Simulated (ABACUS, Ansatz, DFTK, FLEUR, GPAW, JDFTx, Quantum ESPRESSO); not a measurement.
**NiO: net moment per atom by level of theory**

The structure is cubic, space group Fm-3m (No. 225). Conventional cell: a = 4.172 Å, b = 4.172 Å, c = 4.172 Å, α = 90.00°, β = 90.00°, γ = 90.00°. Around Ni (site symmetry m-3m) lie 6 O at 2.09 Å. Around O (site symmetry m-3m) lie 6 Ni at 2.09 Å.

```csv
rung,level,program and potentials,cutoff (eV),k mesh,smearing,task,core time,chip,net moment per atom (μB),notes
GGA,PBE,"Ansatz, SPMS NC",1034,11 × 11 × 11,fermi-dirac 0.05,band structure,22 s,Arm Neoverse V2,0.81,12 valence electrons an atom on average
GGA + U (4 eV),PBEsol+U (Ni d U = 4 eV),"FLEUR, all-electron, FLAPW",-,9 × 9 × 9,fermi-dirac 0.05,single point,31 s,Arm Neoverse V2,1.00,-
GGA + U (5 eV),PBEsol+U (Ni d U = 5 eV),"FLEUR, all-electron, FLAPW",-,9 × 9 × 9,fermi-dirac 0.05,single point,33 s,Arm Neoverse V2,1.00,-
GGA,BLYP,"Ansatz, all-electron LAPW, scalar-relativistic",-,11 × 11 × 11,fermi-dirac 0.05,band structure,34 s,Arm Neoverse V1,0.86,-
GGA,PBE,"GPAW, GPAW PAW data sets (gpaw-data 1.2.1), other valence",800,8 × 8 × 8,fermi-dirac 0.05,band structure,34 s,Intel Xeon 6975P-C Granite Rapids,0.90,8 valence electrons an atom on average
GGA + U (2 eV),PBEsol+U (Ni d U = 2 eV),"FLEUR, all-electron, FLAPW",-,9 × 9 × 9,fermi-dirac 0.05,single point,36 s,Arm Neoverse V2,1.00,-
GGA,OLYP,"GPAW, PAW data sets generated for this functional",800,8 × 8 × 8,fermi-dirac 0.05,band structure,41 s,Intel Xeon Platinum 8488C Sapphire Rapids,0.92,11 valence electrons an atom on average; this data set often lies off other programs
non-local van der Waals functional,vdW-DF,"GPAW, GPAW PAW data sets (gpaw-data 1.2.1)",800,8 × 8 × 8,fermi-dirac 0.05,band structure,45 s,Intel Xeon Platinum 8488C Sapphire Rapids,0.91,potentials made for PBE; 11 valence electrons an atom on average
GGA,PBEsol,"ABACUS, PseudoDojo NC SR 0.4.1 PBEsol standard, plane waves",1333,11 × 11 × 11,fermi-dirac 0.05,single point,54 s,Intel Xeon 6975P-C Granite Rapids,0.77,12 valence electrons an atom on average
GGA + U (4 eV),PBE+U (Ni d U = 4.0 eV),"Quantum ESPRESSO, GBRV 1.5 PBE",612,6 × 6 × 6,fermi-dirac 0.05,Hubbard U by linear response,70 s,Intel Xeon 6975P-C Granite Rapids,1.00,coarse mesh; 12 valence electrons an atom on average
GGA + U (8 eV),PBE+U (Ni d U = 8.0 eV),"Quantum ESPRESSO, GBRV 1.5 PBE",612,6 × 6 × 6,fermi-dirac 0.05,Hubbard U by linear response,73 s,Intel Xeon 6975P-C Granite Rapids,1.00,coarse mesh; 12 valence electrons an atom on average
meta-GGA + U (2 eV),r2SCAN+U (Ni d U = 2 eV),"GPAW, GPAW PAW data sets (gpaw-data 1.2.1)",800,8 × 8 × 8,fermi-dirac 0.05,band structure,3.1 min,Arm Neoverse V1,1.00,potentials made for PBE; 11 valence electrons an atom on average; this data set often lies off other programs
meta-GGA + U (8 eV),r2SCAN+U (Ni d U = 8 eV),"GPAW, GPAW PAW data sets (gpaw-data 1.2.1)",800,8 × 8 × 8,fermi-dirac 0.05,band structure,3.1 min,Arm Neoverse V1,1.00,potentials made for PBE; 11 valence electrons an atom on average; this data set often lies off other programs
meta-GGA + U (6 eV),r2SCAN+U (Ni d U = 6 eV),"GPAW, GPAW PAW data sets (gpaw-data 1.2.1)",800,8 × 8 × 8,fermi-dirac 0.05,band structure,3.2 min,Arm Neoverse V1,1.00,potentials made for PBE; 11 valence electrons an atom on average; this data set often lies off other programs
meta-GGA + U (3 eV),r2SCAN+U (Ni d U = 3 eV),"GPAW, GPAW PAW data sets (gpaw-data 1.2.1)",800,8 × 8 × 8,fermi-dirac 0.05,band structure,3.3 min,Arm Neoverse V1,1.00,potentials made for PBE; 11 valence electrons an atom on average; this data set often lies off other programs
meta-GGA + U (4 eV),r2SCAN+U (Ni d U = 4 eV),"GPAW, GPAW PAW data sets (gpaw-data 1.2.1)",800,8 × 8 × 8,fermi-dirac 0.05,band structure,3.5 min,Arm Neoverse V1,1.00,potentials made for PBE; 11 valence electrons an atom on average; this data set often lies off other programs
GGA,PBEsol,"DFTK, PseudoDojo SR PBEsol 0.4.1 standard (PBEsol)",1333,11 × 11 × 11,fermi-dirac 0.05,single point,3.8 min,Intel Xeon 6975P-C Granite Rapids,0.77,12 valence electrons an atom on average
GGA,PBEsol,"JDFTx, PseudoDojo-SR-PBEsol-0.4.1-standard with smoothed tails",1333,11 × 11 × 11,fermi-dirac 0.05,single point,5 min,Arm Neoverse V1,0.77,12 valence electrons an atom on average
```

Times are single runs on shared hosts and different chips, so they are rough; meshes, cutoffs and the tasks' sizes weigh on the time. All rows: collinear spin, ferromagnetic start. Smearing widths are in eV. The cell comes from a database and isn't always the measured one. For a metal such meshes aren't converged. Meshes differ between rows, which moves values too. Meshes are those of the run's cell of 2 atoms unless a note names another. A magnetic state is the one that its parallel start led to; the crystal's real order can differ. Runs on faulty files, with rough fits or with known faults for this quantity aren't shown. No row holds spin-orbit coupling.

By rung: GGA 0.77 to 0.92; GGA + U (4 eV) 1.00; GGA + U (5 eV) 1.00; GGA + U (2 eV) 1.00; non-local van der Waals functional 0.91; meta-GGA + U (2 eV) 1.00; meta-GGA + U (8 eV) 1.00; meta-GGA + U (6 eV) 1.00; meta-GGA + U (3 eV) 1.00; meta-GGA + U (4 eV) 1.00; GGA + U (4 eV) on coarse meshes 1.00; GGA + U (8 eV) on coarse meshes 1.00 (μB).
